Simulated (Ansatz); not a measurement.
**Pt: random displacements**

Theory: Ansatz 0.2.0, DFT PBE, scalar-relativistic, plane waves, PAW. Cutoff 420 eV, Γ-centred 10×10×10 k-points, Gaussian smearing of 0.15 eV. Spin–orbit coupling is left out, which can shift energies with elements as heavy as these. No spin polarisation. Energies are free energies at this smearing, counted from the undisturbed cell; pressure is positive in compression.

The undisturbed cell (as given, not relaxed at this level):

```
Pt
1.0
     3.91580    0.00000    3.91580
     3.91580    3.91580    0.00000
     0.00000    3.91580    3.91580
Pt
8
Direct
  0.00000 0.00000 0.00000
  0.00000 0.50000 0.00000
  0.50000 0.00000 0.00000
  0.50000 0.50000 0.00000
  0.00000 0.00000 0.50000
  0.00000 0.50000 0.50000
  0.50000 0.00000 0.50000
  0.50000 0.50000 0.50000
```

The atoms are displaced (Å, in the unstrained cell):

| atom | ux | uy | uz |
| --- | --- | --- | --- |
| Pt1 | 0.010 | 0.024 | 0.002 |
| Pt2 | -0.015 | 0.027 | -0.012 |
| Pt3 | -0.025 | -0.045 | 0.020 |
| Pt4 | -0.044 | 0.031 | 0.035 |
| Pt5 | 0.075 | 0.128 | 0.030 |
| Pt6 | 0.044 | -0.064 | -0.026 |
| Pt7 | -0.033 | -0.045 | -0.094 |
| Pt8 | -0.012 | -0.056 | 0.044 |

The cell is not strained.

(1) What are the energy change, the stress and the forces?

## Answers

(1) ΔE = 64.1 meV/atom; stress (xx, yy, zz, yz, xz, xy; compression positive) (14.70, 14.11, 14.49, -0.58, 0.46, -0.17) GPa.
```csv
atom,Fx (eV/Å),Fy,Fz
Pt1,0.19,0.26,0.38
Pt2,0.64,-1.10,-0.24
Pt3,-0.04,0.31,-0.76
Pt4,1.00,-1.01,-0.94
Pt5,-1.65,-2.16,-0.34
Pt6,0.08,2.28,0.30
Pt7,0.22,0.11,2.09
Pt8,-0.44,1.32,-0.49
```

Cost: 1 run of about 9.7 core-minutes, on Arm Neoverse V2 (shared hosts).